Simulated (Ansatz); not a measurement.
## SiC stretched along one axis: stress and gap

Cell: an entry of the Crystallography Open Database (COD), whose atoms a relaxation with PBE at fixed cell left in place.

```
CELL_PARAMETERS angstrom
0.00000 2.17900 2.17900
2.17900 0.00000 2.17900
2.17900 2.17900 0.00000
ATOMIC_POSITIONS crystal
Si 0.00000 0.00000 0.00000
C 0.25000 0.25000 0.25000
```

Sites (sets of like atoms) are named by element and the number of their first atom in this list.

All values are calculated (Ansatz; DFT, PBE, plane waves and PAW, scalar-relativistic, 420 eV cutoff, Γ-centred 17×17×17 k-points, Fermi–Dirac smearing 0.02 eV), not measured.

The cell is stretched along z (the third Cartesian axis of the run's cell), x and y held, and the ions relax again each time. Tension counts as positive.

| strain along z (%) | stress along z (GPa) | stress along x (GPa) | gap on the k-mesh (eV) |
| --- | --- | --- | --- |
| -3 | -15.3 | -8.0 | 1.06 |
| -2 | -11.3 | -6.3 | 1.17 |
| -1 | -7.3 | -4.7 | 1.29 |
| 0 | -3.3 | -3.3 | 1.40 |
| +1 | 0.7 | -1.9 | 1.36 |
| +2 | 4.6 | -0.7 | 1.31 |
| +3 | ? | ? | ? |

Problem. Estimate the row at +3 % from the others.

Solution. stress along z (GPa): 8.4; stress along x (GPa): 0.4; gap on the k-mesh (eV): 1.27. Worked: parabolas through the other 6 rows give 8.4 and 0.4 GPa at +3 %. Their slopes at zero strain are 396 GPa (C₁₁) and 140 GPa (C₁₂). They hold at this cell, where the calculated pressure is 3.3 GPa. The gap follows one line under compression (113 meV per per cent of strain) and another under tension (-42), as when strain splits band edges that were equal; the line on its own side gives 1.27 eV for the withheld row.

PBE gaps are too small, by a third to a half in many semiconductors; their changes with strain are better.

All values belong to this cell and structure model.
